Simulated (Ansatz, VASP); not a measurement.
# Cu (Cu wire along [100], 13 atoms a period) in two plane-wave programs

Aim: how closely do two programs agree when they are given the same cell, functional and k mesh? The structure shown is the start of the Ansatz relaxation below; VASP solves that cell, so the two are compared at the walk's first step.

Method: plane waves, with VASP 6.6.1 beside it; single point at PBE, in Ansatz 0.2.0.

### Step 1. Set-up

The cell holds 13 atoms: 13 Cu. Its edges and angles: a = 14.060 Å, b = 14.060 Å, c = 3.630 Å, α = 90.0°, β = 90.0°, γ = 90.0°. Vacuum lies along a and b. The structure's axis is c.

### Step 2. Ansatz: relaxation, PBE

Ansatz runs on its PAW soft_1 files.

The two programs are compared at the cell with which this relaxation starts, whose forces are those of its first step.

The input, input.yaml:

```yaml
crystal:
  lattice:
    - [14.06, 0.0, 0.0]
    - [0.0, 14.06, 0.0]
    - [0.0, 0.0, 3.63]
  atoms:
    - { symbol: Cu, position: [0.241820768, 0.5, 0.0] }
    - { symbol: Cu, position: [0.370910384, 0.370910384, 0.0] }
    - { symbol: Cu, position: [0.370910384, 0.629089616, 0.0] }
    - { symbol: Cu, position: [0.5, 0.241820768, 0.0] }
    - { symbol: Cu, position: [0.5, 0.5, 0.0] }
    - { symbol: Cu, position: [0.5, 0.758179232, 0.0] }
    - { symbol: Cu, position: [0.629089616, 0.370910384, 0.0] }
    - { symbol: Cu, position: [0.629089616, 0.629089616, 0.0] }
    - { symbol: Cu, position: [0.758179232, 0.5, 0.0] }
    - { symbol: Cu, position: [0.370910384, 0.5, 0.5] }
    - { symbol: Cu, position: [0.5, 0.370910384, 0.5] }
    - { symbol: Cu, position: [0.5, 0.629089616, 0.5] }
    - { symbol: Cu, position: [0.629089616, 0.5, 0.5] }
kpoints:
  mp_grid: { grid: [1, 1, 23] }
scf:
  occupations: { method: fermi_dirac, width: 0.05 }
hamiltonian:
  xc: pbe
  pseudopotentials: { kind: paw, azcp: { folder: soft_1 } }
relax:
  cell: { fix: [a, b, alpha, beta, gamma] }
  max_steps: 45
  f_tol: 0.03
```

Command:

```sh
ansatz run input.yaml --threads 4 --pin off --max-ram 16384MiB --backend cpu --events-out ev --progress --plain --runs-dir out
```

Numbers of over 12 decimals in the logs are rounded to 6 here.

Output:

```text
Engine: ansatz 0.2.0, aarch64-unknown-linux-gnu
Pseudopotentials: kind: paw
Pseudopotential: Cu, paw, valence charge 19, recommended cutoff 420 eV (normal), soft_1/Cu.paw.azcp
Functional definition: PBE
  parameter kappa = 0.804
  parameter beta = 0.066725
  exchange = pbe_x(kappa = kappa, mu = beta*pi^2/3)
  correlation = pbe_c(beta = beta)
Crystal: 13 atoms, lattice volume = 717.591 Å³
Basis set: ecut = 420 eV, 13961 PW (Γ), exchange–correlation on 192×192×50 points (8 copies of the dense FFT grid, shifted against one another)
Bands: 149, of which v1, the nominal top of the filled ones, is band 124 counted from 1 (123 counted from 0)
Symmetry: 16 space group operations
Space group: P4/mmm (ITA 123), of the structure as read, at distance tolerance 9.0e-5 Å
k-points: 12 of 23
Non-local potential: Cu, projectors of the file, l = 0: 3, l = 1: 2, l = 2: 3, l = 3: 1
PAW form: soft (Blöchl's): semilocal exchange-correlation on the pseudo side does not see the compensation charge
PAW one-centre angular grid: Cu, 590 points (default); XC on 64 Gauss nodes
Initial density: superposition of atomic densities (neutral atoms: chi_scale 0, normalization atom)
Initial wavefunctions: pseudopotential atomic-orbital guess
Functional: x = pbe(κ = 0.804, μ = 0.219515), c = pbe(β = 0.066725)
SCF iter   1: F=—  HF=-86125.041283 eV  |F-HF|=—  |Δ(HF+E_count)|=         —  Δρ=9.49e-2  dr2=4.27e1  ethr=3.10e-3  ⟨swp⟩=8.1  Hψ=7826  notcnv=0  defer=44
preconditioner: auto → LDOS  [metal: Δε(μ)=0.042 eV  Ē_g=5.871 eV  σ=0.050 eV  W_gap=0.21  n_scr=162 (ndim 8)  ℏωp=16.6 eV  f_vac=0.672  D(μ)=9.46/eV (n_scr^D=36)  β→1.0]
SCF iter   2: F=—  HF=-86159.119706 eV  |F-HF|=—  |Δ(HF+E_count)|=    3.41e1  Δρ=1.77e-1  dr2=1.33e2  ethr=3.10e-3  ⟨swp⟩=4.0  Hψ=5474  notcnv=0  defer=192  recentre
SCF iter   3: F=—  HF=-86117.876233 eV  |F-HF|=—  |Δ(HF+E_count)|=    4.12e1  Δρ=2.99e-2  dr2=4.23e0  ethr=3.10e-3  ⟨swp⟩=4.0  Hψ=4936  notcnv=0  defer=198
SCF iter   4: F=—  HF=-86117.192497 eV  |F-HF|=—  |Δ(HF+E_count)|=   6.84e-1  Δρ=1.33e-2  dr2=7.90e-1  ethr=1.71e-3  ⟨swp⟩=2.3  Hψ=3025  notcnv=0  defer=186
SCF iter   5: F=—  HF=-86117.059610 eV  |F-HF|=—  |Δ(HF+E_count)|=   1.33e-1  Δρ=2.39e-3  dr2=2.74e-2  ethr=3.20e-4  ⟨swp⟩=2.0  Hψ=2790  notcnv=0  defer=186
SCF iter   6: F=—  HF=-86117.090562 eV  |F-HF|=—  |Δ(HF+E_count)|=   3.10e-2  Δρ=1.97e-3  dr2=2.06e-2  ethr=1.11e-5  ⟨swp⟩=2.0  Hψ=3156  notcnv=0  defer=186
SCF iter   7: F=—  HF=-86117.091885 eV  |F-HF|=—  |Δ(HF+E_count)|=   1.32e-3  Δρ=6.98e-4  dr2=2.70e-3  ethr=8.33e-6  ⟨swp⟩=2.0  Hψ=3007  notcnv=0  defer=186
SCF iter   8: F=—  HF=-86117.092070 eV  |F-HF|=—  |Δ(HF+E_count)|=   1.84e-4  Δρ=2.53e-4  dr2=4.36e-4  ethr=1.09e-6  ⟨swp⟩=2.0  Hψ=2464  notcnv=0  defer=186
SCF iter   9: F=—  HF=-86117.092174 eV  |F-HF|=—  |Δ(HF+E_count)|=   1.04e-4  Δρ=1.47e-4  dr2=1.29e-4  ethr=1.77e-7  ⟨swp⟩=2.0  Hψ=2457  notcnv=0  defer=186
SCF iter  10: F=—  HF=-86117.092197 eV  |F-HF|=—  |Δ(HF+E_count)|=   2.27e-5  Δρ=3.40e-5  dr2=6.18e-6  ethr=5.23e-8  ⟨swp⟩=2.0  Hψ=2374  notcnv=0  defer=186
SCF iter  11: F=—  HF=-86117.092243 eV  |F-HF|=—  |Δ(HF+E_count)|=   4.67e-5  Δρ=1.22e-5  dr2=7.81e-7  ethr=2.50e-9  ⟨swp⟩=2.0  Hψ=2511  notcnv=0  defer=186
SCF iter  12: F=—  HF=-86117.092246 eV  |F-HF|=—  |Δ(HF+E_count)|=   2.47e-6  Δρ=5.78e-6  dr2=1.93e-7  ethr=3.16e-10  ⟨swp⟩=2.0  Hψ=2434  notcnv=0  defer=186
SCF iter  13: F=-86117.092246 eV  HF=-86117.092246 eV  |F-HF|=6.59e-8  |Δ(HF+E_count)|=   9.29e-8  Δρ=4.35e-6  dr2=8.47e-8  ethr=4.05e-11  ⟨swp⟩=4.0  Hψ=5673  notcnv=0
SCF 1 converged in 13 iterations: F = -86117.092246 eV  dr2 = 8.47e-8
  greatest PAW one-centre occupation: 1.000 electrons in one spin orbital (limit 2), on the Cu atom at site 8 (counted from 0), in its partial waves of l = 0
relax step   1: F+E_penalty+E_count = -86117.09224594 eV  Δ(F+E_penalty+E_count) = +0.000e0 eV  max|allowed force component| = 9.288e-1 eV/Å  Δτ_max = 0.0000 Å  P = -1.922 GPa  Ω = 717.591 Å³  fix = [a, b, alpha, beta, gamma]  reactions: a -1.512, b -1.512 GPa  (13 SCF iters, dr2 threshold 1.00e-7 eV, accepted)
[...]
relax step  10: F+E_penalty+E_count = -86119.02941390 eV  Δ(F+E_penalty+E_count) = -2.777e-2 eV  max|allowed force component| = 1.704e-2 eV/Å  Δτ_max = 0.0448 Å  P = +0.030 GPa  Ω = 503.315 Å³  energy of the carried Pulay correction = +4.978e-2 eV  fix = [a, b, alpha, beta, gamma]  reactions: a -0.002, b -0.002 GPa  (8 SCF iters, dr2 threshold 1.30e-6 eV, accepted)
[...]
relax step  11: F+E_penalty+E_count = -86119.02988244 eV  Δ(F+E_penalty+E_count) = -4.685e-4 eV  max|allowed force component| = 1.656e-3 eV/Å  Δτ_max = 0.0085 Å  P = +0.039 GPa  Ω = 504.795 Å³  energy of the carried Pulay correction = +4.938e-2 eV  fix = [a, b, alpha, beta, gamma]  reactions: a +0.063, b +0.063 GPa  (9 SCF iters, dr2 threshold 2.26e-8 eV, accepted)
[...]
relax step  12: F+E_penalty+E_count = -86119.00329897 eV  Δ(F+E_penalty+E_count) = +2.658e-2 eV  max|allowed force component| = 1.885e-3 eV/Å  Δτ_max = 0.0000 Å  P = +0.023 GPa  Ω = 504.795 Å³  fix = [a, b, alpha, beta, gamma]  reactions: a +0.057, b +0.057 GPa  stress off target by 4.54e-2 GPa on what of the cell is left free  SCF on the basis re-selected at this cell (its energy is not comparable with the rows above)  (12 SCF iters)
basis re-selected at this cell: Δ(F+E_penalty+E_count) = +2.658e-2 eV, ΔP = -0.016 GPa vs the last step (what re-selecting the basis moved, of the pressure what is left beyond the Pulay correction that the steps carried, after the strain that the cell walked since its last selection, with what the two solves' SCF thresholds leave and, on support functions, any second-order correction that the steps lacked; it is no measure of the basis error at this ecutwfc). The dense FFT grid was sized anew with the basis: this SCF ran on 96×96×18 points, the steps before it on 96×96×25, so part of this shift can come from that change (see relax.cell in the input reference). [rest of the remark cut]
SCF converged after 12 iterations
Free energy (F): -86119.003299 eV
Harris-Foulkes:  -86119.003299 eV  (|F-HF|=1.75e-10)
Internal energy: -86118.973171 eV  (E = F + TS)
E sigma→0 (E₀):  -86118.988235 eV
Entropy (-TS):   -0.030128 eV (-2.318 meV/atom)
Fermi energy:    2.092467 eV
--- Per-component energies (eV) ---
  E_band       = -8216.253544
  E_kinetic    = 3399.277624
  E_local      = -249080.610905  (includes V_loc(G=0)·N_el)
  E_nonlocal   = 11634.041056
  E_hartree    = 118353.032230
  E_xc         = -880.161155
  E_vxc        = -1134.927261  (∫ρ·V_xc dr)
  E_paw        = -23649.332075  (= ΣΔE_a)
  E_vpaw       = -9740.115039  (= ΣTr[D̂ρ^β])
  E_aug_tail   = 0.013089  (compensation charges beyond the density's cutoff)
  E_ewald      = 54104.766964
  E_smearing   = -0.030128  (= −TS)
  E_closure    = 0.000000  (closes the sum)
  Σ components = -86119.003299   (vs F -86119.003299, Δ=0.00e0)
--- Forces (eV/Å), atoms counted from 1 ---
  atom   1  Cu    -0.00165823    -0.00000000    -0.00000000
  atom   2  Cu     0.00031129     0.00031129     0.00000000
  atom   3  Cu     0.00031129    -0.00031129     0.00000000
  atom   4  Cu    -0.00000000    -0.00165823     0.00000000
  atom   5  Cu     0.00000000     0.00000000     0.00000000
  atom   6  Cu     0.00000000     0.00165823     0.00000000
  atom   7  Cu    -0.00031129     0.00031129     0.00000000
  atom   8  Cu    -0.00031129    -0.00031129     0.00000000
  atom   9  Cu     0.00165823    -0.00000000    -0.00000000
  atom  10  Cu    -0.00188476     0.00000000     0.00000000
  atom  11  Cu     0.00000000    -0.00188476     0.00000000
  atom  12  Cu    -0.00000000     0.00188476     0.00000000
  atom  13  Cu     0.00188476     0.00000000     0.00000000
  max |Σ_I F_I| component: 2.17e-19 eV/Å
--- Stress (GPa, compression-positive) ---
        0.057387      -0.000000       0.000000
       -0.000000       0.057387      -0.000000
        0.000000      -0.000000      -0.045394
  P = ⅓ Tr σ = 0.0231 GPa (0.231 kbar)
--- Relaxed structure (11 steps of the walk, 10 accepted, 1 SCFs on fresh bases) ---
  F+E_penalty+E_count = -86119.00329897 eV   max|allowed force component| = 1.885e-3 eV/Å   (the final SCF, on the basis selected at the relaxed cell)
  cell:  # Å, volume = 504.7953 Å³
    - [14.06, 0.0, 0.0]
    - [0.0, 14.06, 0.0]
    - [0.0, 0.0, 2.553552]
  atoms:
    - { symbol: Cu, position: [0.209481, 0.500000, 0.0] }
    - { symbol: Cu, position: [0.347860, 0.347860, 0.0] }
    - { symbol: Cu, position: [0.347860, 0.652140, 0.0] }
    - { symbol: Cu, position: [0.500000, 0.209481, 0.0] }
    - { symbol: Cu, position: [0.500000, 0.500000, 0.0] }
    - { symbol: Cu, position: [0.500000, 0.790519, 0.0] }
    - { symbol: Cu, position: [0.652140, 0.347860, 0.0] }
    - { symbol: Cu, position: [0.652140, 0.652140, 0.0] }
    - { symbol: Cu, position: [0.790519, 0.500000, 0.0] }
    - { symbol: Cu, position: [0.352320, 0.500000, 0.5] }
    - { symbol: Cu, position: [0.500000, 0.352320, 0.5] }
    - { symbol: Cu, position: [0.500000, 0.647680, 0.5] }
    - { symbol: Cu, position: [0.647680, 0.500000, 0.5] }
```

(Part 1 of 2 ends here.)

[Lines on the potential files, build, host, timing and source positions are cut from VASP's logs without a mark.]

[Logs are printed without paths, hosts, clocks, repeated set-up lines and the standing remarks that a program may print on its own settings, such as how far it seeks lower states.]

[Hosts, paths, dates, database ids (printed as entryN), source tags and the programs' standing remarks are cut or masked in the printed files.]
